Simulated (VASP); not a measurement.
# AlN (P6_3mc) in VASP: notebook, part 2 of 2

VASP 6.6.1. The steps go on from the part before.

### 3 Single point, PBE+D3(BJ)

This run uses another cell than the first one: it holds 4 atoms, not 32.

The input, INCAR:

```
SYSTEM = AlN
ALGO = Normal
EDIFF = 1E-7
ENCUT = 520
GGA = PE
ISIF = 2
ISMEAR = 0
IVDW = 12
LASPH = .TRUE.
LCHARG = .FALSE.
LREAL = .FALSE.
LWAVE = .FALSE.
NBANDS = 16
NELM = 100
PREC = Accurate
SIGMA = 0.02
```

The input, KPOINTS:

```
k-points
0
G
  12 12 6
  0 0 0
```

The input, POSCAR:

```
AlN
1.0
    3.1094155201      0.0000000000      0.0000000000
   -1.5547077601      2.6928328314      0.0000000000
    0.0000000000      0.0000000000      4.9787845624
Al N
2 2
Direct
    0.3333333333      0.6666666667      0.0015575096
    0.6666666667      0.3333333333      0.5015575096
    0.3333333333      0.6666666667      0.3834424904
    0.6666666667      0.3333333333      0.8834424904
```

Potentials or basis: VASP PAW PBE potentials, release 64 (Al, N).

Run with:

```
cat potpaw_PBE.64/Al/POTCAR potpaw_PBE.64/N/POTCAR > POTCAR
mpirun -np 1 vasp_std > vasp.out
```

OUTCAR:

```text
SYSTEM = AlN
   EDIFF = 1E-7
   ENCUT = 520
   GGA = PE
   ISIF = 2
   ISMEAR = 0
   IVDW = 12
   LASPH = .TRUE.
   LREAL = .FALSE.
   NELM = 100
   PREC = Accurate
 IVDW          = 12

 ion  position               nearest neighbor table
   1  0.333  0.667  0.002-   4 1.89   4 1.89   4 1.89   3 1.90   2 3.07   2 3.07   2 3.07   2 3.07
                             2 3.07   2 3.07
   2  0.667  0.333  0.502-   3 1.89   3 1.89   3 1.89   4 1.90   1 3.07   1 3.07   1 3.07   1 3.07
                             1 3.07   1 3.07
[... 667 lines left out ...]
  Direction    XX          YY          ZZ          XY          YZ          ZX
  --------------------------------------------------------------------------------------
  -------------------------------------------------------------------------------------
  Total      -0.07629    -0.07629    -0.06125     0.00000    -0.00000     0.00000
  in kB      -2.93190    -2.93190    -2.35395     0.00000    -0.00000     0.00000
  external pressure =       -2.74 kB  Pullay stress =        0.00 kB

 VOLUME and BASIS-vectors are now :
 -----------------------------------------------------------------------------
  energy-cutoff  :      520.00
  volume of cell :       41.69
      direct lattice vectors                 reciprocal lattice vectors
     3.109415520  0.000000000  0.000000000     0.321603849  0.185678069  0.000000000
    -1.554707760  2.692832831  0.000000000     0.000000000  0.371356138  0.000000000
     0.000000000  0.000000000  4.978784562     0.000000000  0.000000000  0.200852234

 POSITION                                       TOTAL-FORCE (eV/Angst)
 -----------------------------------------------------------------------------------
     -0.00000      1.79522      0.00775        -0.000000     -0.000000      0.001143
      1.55471      0.89761      2.49715         0.000000      0.000000      0.001143
     -0.00000      1.79522      1.90908         0.000000      0.000000     -0.001143
      1.55471      0.89761      4.39847         0.000000     -0.000000     -0.001143
 -----------------------------------------------------------------------------------
    total drift:                               -0.000000      0.000000      0.000635

  FREE ENERGIE OF THE ION-ELECTRON SYSTEM (eV)
  ---------------------------------------------------
  free  energy   TOTEN  =       -30.8462111168 eV

  energy  without entropy=      -30.8462111168  energy(sigma->0) =      -30.84621112
```

OSZICAR:

```text
N       E                     dE             d eps       ncg     rms          rms(c)
DAV:   1     0.419008843617E+02    0.41901E+02   -0.73230E+03  2432   0.895E+02
DAV:   2    -0.309763071117E+02   -0.72877E+02   -0.66888E+02  3448   0.187E+02
DAV:   3    -0.345038160146E+02   -0.35275E+01   -0.35178E+01  3000   0.427E+01
DAV:   4    -0.345251660828E+02   -0.21350E-01   -0.21349E-01  3048   0.378E+00
DAV:   5    -0.345254465830E+02   -0.28050E-03   -0.28050E-03  3088   0.433E-01    0.122E+01
DAV:   6    -0.297580372652E+02    0.47674E+01   -0.10669E+01  2904   0.237E+01    0.417E+00
DAV:   7    -0.297816137680E+02   -0.23577E-01   -0.68159E-01  2624   0.581E+00    0.295E+00
DAV:   8    -0.297743567963E+02    0.72570E-02   -0.60247E-02  2736   0.226E+00    0.594E-01
DAV:   9    -0.297693180980E+02    0.50387E-02   -0.12223E-02  3216   0.817E-01    0.246E-01
DAV:  10    -0.297699403337E+02   -0.62224E-03   -0.22579E-03  2640   0.300E-01    0.132E-01
DAV:  11    -0.297698589000E+02    0.81434E-04   -0.17577E-04  2848   0.102E-01    0.329E-02
DAV:  12    -0.297698619929E+02   -0.30928E-05   -0.11638E-05  2728   0.273E-02    0.724E-03
DAV:  13    -0.297698618138E+02    0.17902E-06   -0.41962E-06  2824   0.158E-02    0.551E-03
DAV:  14    -0.297698618178E+02   -0.39798E-08   -0.32375E-07  2832   0.484E-03
   1 F= -.30846211E+02 E0= -.30846211E+02  d E =-.386681E-37
```

stdout:

```text
POSCAR found type information on POSCAR AlN
 POSCAR found :  2 types and       4 ions
 scaLAPACK will be used
 LDA part: xc-table for (Slater+PW92), standard interpolation
 POSCAR, INCAR and KPOINTS ok, starting setup
 FFT: planning ... GRIDC
 FFT: planning ... GRID_SOFT
 FFT: planning ... GRID
 WAVECAR not read
 entering main loop
```

Wall time 23 s (1 thread of Intel Xeon Platinum 8488C (Sapphire Rapids), shared host); peak memory 0.19 GiB.

What came out:

- Free energy: -30.8462 eV
- Pressure: -0.3 GPa
- Band gap on the k mesh: 4.22 eV, direct
- Dispersion energy per atom: -0.269 eV

Levels at points of the mesh, in eV from the valence-band top:
| k point | band 5 | band 6 | band 7 | band 8 | band 9 | band 10 | band 11 | band 12 |
| --- | --- | --- | --- | --- | --- | --- | --- | --- |
| (0.00, 0.00, 0.00) | -0.87 | -0.22 | -0.22 | 0.00 | 4.22 | 6.67 | 10.63 | 11.16 |
| (0.50, 0.00, 0.00) | -3.35 | -2.10 | -1.78 | -0.70 | 5.81 | 5.82 | 8.20 | 10.29 |
| (0.00, 0.00, 0.50) | -0.56 | -0.56 | -0.56 | -0.56 | 6.48 | 6.48 | 10.33 | 10.33 |
| (0.50, 0.00, 0.50) | -1.47 | -1.47 | -1.37 | -1.37 | 5.31 | 5.31 | 9.26 | 9.26 |

### 4 Relaxation of cell and atoms, PBE+D3(BJ)

This run uses another cell than the first one: it holds 4 atoms, not 32.

The input, INCAR:

```
PREC     = Accurate       # precision mode
ENCUT    = 600            # plane-wave cutoff, eV
EDIFF    = 1E-6           # SCF threshold, eV
ISMEAR   = 0              # smearing method
SIGMA    = 0.02           # smearing width, eV
LREAL    = False          # projectors in reciprocal space
LASPH    = True           # aspherical terms in the spheres
NELM     = 100            # most SCF steps
ALGO     = Normal         # electronic algorithm
ISIF     = 3              # what is computed and relaxed
LWAVE    = False          # write WAVECAR
LCHARG   = False          # write CHGCAR
GGA      = PE             # functional
IVDW     = 12             # dispersion correction
IBRION   = 2              # ionic algorithm
NSW      = 100            # ionic steps
EDIFFG   = -0.005         # ionic threshold
```

The input, KPOINTS:

```
regular mesh
0
Gamma
  12 12 6
```

The input, POSCAR:

```
AlN
1.0
    3.1110021516      0.0000000000      0.0000000000
   -1.5555010758      2.6942068945      0.0000000000
    0.0000000000      0.0000000000      4.9780000000
Al N
2 2
Direct
    0.3333333333      0.6666666667      0.0000000000
    0.6666666667      0.3333333333      0.5000000000
    0.3333333333      0.6666666667      0.3850000000
    0.6666666667      0.3333333333      0.8850000000
```

Run with:

```
cat potpaw_PBE.64/Al/POTCAR potpaw_PBE.64/N/POTCAR > POTCAR
mpirun -np 1 vasp_std > vasp.out
```

It took 89 s on 1 thread of Intel Xeon Platinum 8488C (Sapphire Rapids), shared host; peak memory 0.21 GiB.

The run converged. Its results:

| Quantity | Value |
| --- | --- |
| Free energy | -30.8494 eV |
| Relaxed volume | 10.40 Å³/atom |
| Relaxed cell | a = 3.107 Å, b = 3.107 Å, c = 4.976 Å, α = 90.00°, β = 90.00°, γ = 120.00° |
| Space group after relaxing (to 0.05 Å) | P6_3mc (No. 186) |
| Energy gained by relaxing | 0.8 meV/atom |
| Ionic steps | 7 |
| Pressure after relaxing | 0.0 GPa |
| Band gap on the k mesh | 4.24 eV, direct |
| Dispersion energy per atom | -0.270 eV |

Step by step:
```
step  energy change (eV)  largest force (eV/Å)  pressure (GPa)  volume (Å³)
   1              0.0000                0.1822           -0.59        41.72
   2             -0.0011                0.1080            0.53        41.49
   3             -0.0026                0.0227            0.00        41.59
   4             -0.0029                0.0128            0.09        41.58
   5             -0.0030                0.0039            0.15        41.57
   6             -0.0030                0.0043           -0.14        41.64
   7             -0.0030                0.0003            0.00        41.61
```

Final structure:
```
Al N
1.0
     3.10722    0.00000    0.00000
    -1.55361    2.69093    0.00000
     0.00000    0.00000    4.97594
Al N
2 2
Direct
  0.33333 0.66667 0.00157
  0.66667 0.33333 0.50157
  0.33333 0.66667 0.38343
  0.66667 0.33333 0.88343
```

Levels at points of the mesh, in eV from the valence-band top:
| k point | band 5 | band 6 | band 7 | band 8 | band 9 | band 10 | band 11 | band 12 |
| --- | --- | --- | --- | --- | --- | --- | --- | --- |
| (0.00, 0.00, 0.00) | -0.87 | -0.22 | -0.22 | 0.00 | 4.24 | 6.69 | 10.64 | 11.18 |
| (0.50, 0.00, 0.00) | -3.35 | -2.10 | -1.78 | -0.70 | 5.81 | 5.83 | 8.22 | 10.30 |
| (0.00, 0.00, 0.50) | -0.55 | -0.55 | -0.55 | -0.55 | 6.50 | 6.50 | 10.35 | 10.35 |
| (0.50, 0.00, 0.50) | -1.47 | -1.47 | -1.37 | -1.37 | 5.32 | 5.32 | 9.28 | 9.28 |

A k mesh can miss the band edges.

### 5 Overview

| task | potentials or basis | cell | k mesh | cutoff (eV) | smearing | dipole correction | mesh quality | gap on the mesh (eV) | pressure (GPa) |
| --- | --- | --- | --- | --- | --- | --- | --- | --- | --- |
| single point | VASP PAW PBE potentials, release 64 (N, Al) | clean slab, lower planes held | 3 × 3 × 1 | 520 | gaussian 0.05 eV | yes | coarse | none | - |
| single point | VASP PAW PBE potentials, release 64 (Al, N) | P6_3mc, 10.42 Å³/atom | 12 × 12 × 6 | 520 | gaussian 0.02 eV | no | not flagged | 4.22 | -0.3 |
| relaxation of cell and atoms | VASP PAW PBE potentials, release 64 (Al, N) | relaxed | 12 × 12 × 6 | 600 | gaussian 0.02 eV | no | not flagged | 4.24 | 0.0 |

Alike in all rows: level PBE+D3(BJ); no spin polarisation.

Caveats: some runs use coarse meshes.

Absolute energies hang on the potentials; compare differences alone.

### 6 Against experiment

Step 3. Measured gap of AlN: 6.0343 eV (an exciton energy, a little under the gap; 0 K; quoted in “Structural and optical properties of self-assembled AlN nanowires grown on SiO2/Si substrates by molecular beam epitaxy”, 2024, arxiv:2402.00216). This calculation gives 4.22 eV (-1.81 eV). 2 values of this kind are on record (6.034 to 6.0343 eV); this one was drawn at random. The value is that of PBE+D3(BJ) on a finite k mesh, which can miss the band edges, without temperature or zero-point motion. Semilocal functionals fall short of measured gaps as a rule.
